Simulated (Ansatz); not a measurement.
Below is a relaxed structure of In. The cell was found from a structure generator's guess, not taken from experiment.

Computed with DFT PBE, scalar-relativistic, plane waves, PAW (Ansatz 0.2.0). Cutoff 420 eV, Γ-centred mesh, Gaussian smearing, no spin polarisation.

```cif
data_structure
_symmetry_space_group_name_H-M 'P 1'
_symmetry_Int_Tables_number 1
_cell_length_a 3.3086
_cell_length_b 3.3086
_cell_length_c 3.3086
_cell_angle_alpha 107.065
_cell_angle_beta 107.065
_cell_angle_gamma 114.399
_cell_volume 27.73
loop_
_atom_site_label
_atom_site_type_symbol
_atom_site_fract_x
_atom_site_fract_y
_atom_site_fract_z
_atom_site_occupancy
In1 In 0.50000 0.50000 0.00000 1
```

Energies count from the standard state of In at the same level.

Q: Find its symmetry and describe it.

A: I4/mmm (No. 139). Conventional cell: a = 3.933 Å, c = 3.585 Å. In is surrounded by 8 In at 3.31 Å, 2 In at 3.58 Å and 4 In at 3.93 Å.

Q: How far does it lie from the standard state of In?

A: +0.01 eV/atom. So it is a metastable form at best.

Q: Is it a metal?

A: Yes, bands cross the Fermi level on the 12×12×12 mesh.

The last run used a 12×12×12 mesh for its 4-atom cell and Gaussian smearing of 0.10 eV. The k mesh leaves some 4 meV/atom of noise in the energy of each metallic cell. A structure relaxed within its symmetry needn't be a true minimum.
